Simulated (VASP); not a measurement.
## GaAs: equation of state with r2SCAN

Crystal: GaAs.

```
As Ga
1.0
     0.00000    2.82685    2.82685
     2.82685    0.00000    2.82685
     2.82685    2.82685    0.00000
As Ga
1 1
Direct
  0.75000 0.75000 0.75000
  0.00000 0.00000 0.00000
```

```yaml
Program: VASP 6.6.1
Task: equation of state
Functional: r2SCAN
Potentials_or_basis: VASP PAW PBE potentials, release 64 (As, Ga_d)
Cutoff: 520 eV
k_mesh: 8 × 8 × 8
Occupations: fermi-dirac, width 0.05 eV
Spin: no spin polarisation
Further_INCAR_settings: ALGO = Normal; EDIFF = 1e-06
```

| Property | Result |
| --- | --- |
| Equilibrium volume | 22.77 Å³/atom |
| Bulk modulus | 73 GPa |
| Pressure derivative of the bulk modulus | 4.5 |

Energy against volume, from the lowest point:
```csv
volume (Å³/atom),energy (meV/atom)
21.234,26.46
21.686,12.52
22.138,3.88
22.590,0.00
23.041,0.38
23.493,4.58
23.945,12.18
```

All runs of the series together: 12 min on 1 thread of Intel(R) Xeon(R) Platinum 8259CL CPU @ 2.50GHz (Skylake/Cascade Lake) (shared host).

Caveat: the PAW data sets were made with another functional, which shifts forces and pressure a little. Zero-point motion and thermal expansion aren't in these numbers.
